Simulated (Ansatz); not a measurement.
Runs of Ansatz 0.2.0 on Ti. The structure is hexagonal, space group P6_3/mmc (No. 194). The conventional cell has a = 2.950 Å, b = 2.950 Å, c = 4.680 Å, α = 90.00°, β = 90.00°, γ = 120.00°. Ti (site symmetry -6m2) is surrounded by 12 Ti at 2.89 to 2.95 Å. 

```csv
task,level,cell,cutoff (eV),pressure (GPa)
band structure,BLYP,as given,220,(a)
band structure,LDA,as given,220,-9.8
relaxation of cell and atoms,BLYP+D4,relaxed,-,0.0
band structure,RPBE,as given,220,1.6
```

Alike in all rows: potentials or basis all-electron LAPW, scalar-relativistic; no spin polarisation; k mesh 10 × 10 × 6; smearing fermi-dirac 0.05 eV; basis error allowed 0.001 eV/atom.

Q: Estimate the missing entries.

A: (a) 0.9.

Runs at the PBE level aren't shown here.
